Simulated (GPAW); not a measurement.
Runs of GPAW 26.7.0 on ZrSe2. Symmetry: P-3m1, No. 164, trigonal system. The conventional cell has a = 3.798 Å, b = 3.798 Å, c = 6.192 Å, α = 90.00°, β = 90.00°, γ = 120.00°. Zr (site symmetry -3m) is surrounded by 6 Se at 2.68 Å. Around Se (site symmetry 3m) lie 3 Zr at 2.68 Å. 

```tsv
task	level	potentials or basis	spin	cell	k mesh	optimizer	fmax	max steps	convergence	band path	gap on the mesh (eV)	pressure (GPa)	relaxed volume (Å³/atom)	largest force (eV/Å)
relaxation of cell and atoms	PBEsol	PAW data sets generated in the run's folder for this functional, pw	off	relaxed	8 × 8 × 5	FIRE	0.05 eV/Å	60	density=1e-05 forces=0.0001	-	0.13	0.1	24.87	0.04
band structure	revPBE	the program's PAW data sets (release 1.2.1) made for this functional, pw	off	as given	8 × 8 × 5	-	-	-	-	GMKGALHA,LM,KH	(b)	3.2	-	0.32
band structure	RPBE	the program's PAW data sets (release 1.2.1) made for this functional, pw	off	as given	8 × 8 × 5	-	-	-	-	GMKGALHA,LM,KH	0.45	3.8	-	0.34
band structure	PBEsol	PAW data sets generated in the run's folder for this functional, pw	SOC, no magnetisation	as given	6 × 6 × 4	-	-	-	-	GMKGALHA,LM,KH	0.17	-1.3	-	0.06
relaxation of cell and atoms	RPBE	the program's PAW data sets (release 1.2.1) made for this functional, pw	off	relaxed	8 × 8 × 5	BFGS	0.05 eV/Å	60	density=1e-05 forces=0.0001	-	(a)	0.0	33.69	-
```

Alike in all rows: cutoff (eV) 600; smearing fermi-dirac 0.05 eV.

**Question.** Fill in the values left out.

**Answer.** (a) 0.59; (b) 0.44.

Caveats: this functional lacks dispersion, which binds the layers, so the pressure and a relaxed spacing across them are unreliable (some runs); later steps reuse the first step's grids (some runs); an odd mesh through Γ misses points on the zone boundary, where band edges often lie (some runs); spin-orbit coupling was added after a scalar SCF, so levels and gaps hold it while energy, forces, pressure and moments don't (some runs); this program's spin-orbit splittings come out too wide for heavy elements (some runs); the volume moved by over 15 % at a fixed basis, so the end points are rough (some runs); this functional lacks dispersion, which binds the layers, so the pressure and a relaxed spacing across them are unreliable, and here the layers came unbound (some runs).

A k mesh can miss the band edges, and rows without SOC leave out spin-orbit coupling on Se, Zr.
